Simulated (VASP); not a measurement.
Data:

```cif
data_AlSb
_chemical_formula_sum 'Al1 Sb1'
_space_group_name_H-M_alt 'P 1'
_space_group_IT_number 1
_cell_length_a 4.37070
_cell_length_b 4.37070
_cell_length_c 4.37070
_cell_angle_alpha 60.000
_cell_angle_beta 60.000
_cell_angle_gamma 60.000
loop_
_space_group_symop_operation_xyz
  'x, y, z'
loop_
_atom_site_label
_atom_site_type_symbol
_atom_site_fract_x
_atom_site_fract_y
_atom_site_fract_z
_atom_site_occupancy
Al1 Al 0.00000 0.00000 0.00000 1
Sb1 Sb 0.25000 0.25000 0.25000 1
```

All values below come from revTPSS meta-GGA, VASP's PBE PAW potentials (set 64) (plane waves; VASP 6.6.1). Settings: 520 eV cut-off, 7×7×7 Γ-centred mesh, Gaussian smearing of 0.050 eV, potentials Al Sb.

Task: Give the energy at these volumes per atom, relative to the lowest: 27.74, 28.63, 29.51, 30.40, 31.28 Å³.

Result: 20.1, 4.8, 0.0, 4.2, 15.9 meV/atom. A third-order Birch-Murnaghan fit gives B0 = 53.7 GPa and B0′ = 4.4.

Measured: bulk modulus 58.2 GPa (computed value off by -7.7 %), as given by Cormac Toher et al., Physical Review Materials (2017), arXiv:1611.05714; a 6.128 Å (computed value off by +0.9 %), as given by Guo-Xu Zhang et al., New Journal of Physics (2018), doi:10.1088/1367-2630/aac7f0 [thermal expansion removed or low-temperature value; zero-point expansion not removed]. The calculation is for a static lattice, while the measured bulk modulus holds thermal and zero-point effects, which are part of the difference.

The compound is AlSb in the zinc blende structure. It was relaxed first.
